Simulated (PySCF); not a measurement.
Aniline, C6H7N.
Bonds: N1–C2, C2–C3 (aromatic), C3–C4 (aromatic), C4–C5 (aromatic), C5–C6 (aromatic), C6–C7 (aromatic), C2–C7 (aromatic). Hydrogens: H8, H9 on N1; H10 on C3; H11 on C4; H12 on C5; H13 on C6; H14 on C7.

A GFN2-xTB structure was refined with PySCF 2.14.0, CAM-B3LYP/def2-SV(P) geometry optimisation, gas phase. Its GFN2-xTB values:

| coordinate | GFN2-xTB |
| --- | --- |
| N1–C2 | 1.382 Å |
| N1–H8 | 1.007 Å |
| C2–C3 | 1.395 Å |
| C3–C4 | 1.381 Å |
| C3–H10 | 1.081 Å |
| C4–C5 | 1.385 Å |
| C4–H11 | 1.080 Å |
| C5–H12 | 1.079 Å |
| N1–C2–C3 | 120.6° |
| C2–C3–C4 | 120.4° |
| C3–C2–C7 | 118.8° |
| C3–C4–C5 | 120.5° |
| C4–C5–C6 | 119.4° |

Q: How do these coordinates change at the CAM-B3LYP/def2-SV(P) level?

A: 
```tsv
coordinate	CAM-B3LYP/def2-SV(P) (Å or °)	change
C4–H11	1.094	+0.014
C5–H12	1.093	+0.014
C3–H10	1.094	+0.013
C3–C4	1.390	+0.009
C4–C5	1.394	+0.009
C2–C3	1.404	+0.009
N1–H8	1.013	+0.006
N1–C2	1.386	+0.004
C4–C5–C6	118.7	-0.7
C3–C2–C7	118.2	-0.6
N1–C2–C3	120.9	+0.3
C3–C4–C5	120.9	+0.4
C2–C3–C4	120.7	+0.3
```

The energy falls by 3.4 kJ/mol over 5 energy and gradient evaluations, the largest force component goes from 0.0097 to 3.0e-04 Eh/bohr, and the atoms move by 0.021 Å rms after alignment. Among the bonds, C3–H10, C4–H11, C5–H12, C6–H13 and C7–H14 change most and about equally (+0.013 to +0.014 Å). Bonds longer at the end by more than 0.005 Å: 13 of 14; shorter: 0. Rotational constants go from 5685, 2640, 1805 to 5637, 2596, 1779 MHz.

The run used 112 basis functions and 29 SCF cycles in all. On Intel Xeon 6975P-C, one thread, shared host with 192 logical CPUs at a one-minute load of 29, this took 19 s of wall time and 0.60 GiB of memory at its peak.

No frequency check.

The values belong to the conformer `[NH2:1][c:2]1[cH:3][cH:4][cH:5][cH:6][cH:7]1`: H–N1–C2–C3 -161°, H–N1–C2–C3 -21°.
